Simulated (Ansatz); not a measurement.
Born–Oppenheimer molecular dynamics of a periodic cell of 12 atoms, ZrN (surface ZrN(111)). It goes on from the last frame of an earlier run, with new velocities.

Theory: DFT PBE, scalar-relativistic, plane waves, PAW in Ansatz 0.2.0. Settings: accuracy low, PAW set soft_1, cutoff 420 eV, k mesh 2x2x1, fermi-dirac smearing 0.05 eV, no spin polarisation.

```
ensemble        : NVT, Nosé–Hoover chain
time step       : 1 fs
steps asked     : 230
set temperature : 1000 K
thermostat      : time constant 100 fs, chain length 3
atoms held      : 2 to 3
seed            : 660664
```

First frame:

```xyz
12
Lattice="5.5582 0.0000 0.0000 -2.7791 5.7455 0.0000 0.0000 0.0000 16.2296" Properties=species:S:1:pos:R:3
Zr 0.982 1.512 1.977
Zr -0.926 4.396 1.393
N 0.000 0.000 1.000
N 2.907 3.044 1.624
Zr 3.734 2.266 3.323
Zr 1.975 4.740 2.581
N 2.680 0.349 2.560
N 0.238 3.339 2.999
Zr 1.089 2.715 4.787
Zr -1.135 5.363 4.257
N -0.018 0.906 3.803
N 2.698 3.830 4.505
```

Problem. What does the run give?

Solution. The run went to its last step.

| Quantity | Value |
| --- | --- |
| steps done | 230 |
| time covered | 230 fs |
| mean temperature over the second half | 1168 K |
| spread of the potential energy over the second half | 17.0 meV per atom |
| mean potential energy of the second half above the start | 45.2 meV per atom |

The conserved energy stayed within 0.15 meV per atom of its start (net change 0.11 meV per atom), so the integration is sound. The mean temperature of the second half is 17 % above the set value. A run of 0.23 ps of so small a system gives no equilibrium averages. Limits of this set-up: coarse k mesh, thin slab, slab without dipole correction, low accuracy level.

Problem. What happens to the structure?

Solution. Mean squared displacements from the first frame to the last: Zr 0.07 Å², N 0.08 Å². This is one draw of velocities; another would differ in detail.

Problem. How do temperature and energy run in time?

Solution. 
| time (fs) | T (K) | potential energy less start (eV) | conserved less start (meV/atom) |
| --- | --- | --- | --- |
| 0 | 1000 | 0.000 | 0.00 |
| 19 | 696 | 0.397 | 0.03 |
| 38 | 942 | 0.098 | 0.00 |
| 57 | 1097 | -0.063 | -0.01 |
| 76 | 547 | 0.687 | 0.08 |
| 95 | 561 | 0.722 | 0.07 |
| 114 | 969 | 0.300 | 0.00 |
| 133 | 951 | 0.469 | 0.06 |
| 152 | 1069 | 0.531 | 0.08 |
| 171 | 1304 | 0.411 | 0.05 |
| 190 | 1342 | 0.517 | 0.07 |
| 209 | 1445 | 0.463 | 0.04 |
| 228 | 993 | 1.074 | 0.13 |

Run time: 20 min on 1 thread of Arm Neoverse V1 (shared host), peak memory 0.78 GiB.
